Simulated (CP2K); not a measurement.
Runs of CP2K 2026.2 on GaAs. It takes space group F-43m (No. 216, cubic). The conventional cell has a = 5.654 Å, b = 5.654 Å, c = 5.654 Å, α = 90.00°, β = 90.00°, γ = 90.00°. As (site symmetry -43m) has 4 Ga at 2.45 Å as nearest neighbours. Around Ga (site symmetry -43m) lie 4 As at 2.45 Å. 

```tsv
potentials or basis	gap on the mesh (eV)	pressure (GPa)
GTH_POTENTIALS As GTH-PBE-q5, Ga GTH-PBE-q13; DZVP-MOLOPT-SR-GTH basis	0.50	(a)
POTENTIAL_UZH As GTH-PBE0-q5, Ga GTH-PBE0-q13; DZVP-MOLOPT-SR-GTH basis	0.63	4.8
GTH_POTENTIALS As GTH-BLYP-q5, Ga GTH-BLYP-q13; DZVP-MOLOPT-SR-GTH basis	0.46	3.6
GTH_POTENTIALS As GTH-PADE-q5, Ga GTH-PADE-q13; DZVP-MOLOPT-SR-GTH basis	0.54	(b)
POTENTIAL_UZH As GTH-SCAN-q5, Ga GTH-SCAN-q13; DZVP-MOLOPT-SR-GTH basis	(c)	3.0
```

Alike in all rows: task band structure; level PBE; no spin polarisation; cell as given; k mesh 8 × 8 × 8; smearing fermi-dirac 0.05 eV.

Fill in the values left out.

(a) 4.2; (b) 2.0; (c) 0.66.

Caveats: the basis of atomic orbitals isn't converged, which shifts pressures, moduli and gaps; the real-space grid breaks the cell's symmetry a little; the potentials were made for another functional, which shifts forces and pressure (some runs).

A k mesh can miss the band edges, and the runs leave out spin-orbit coupling on As, Ga.
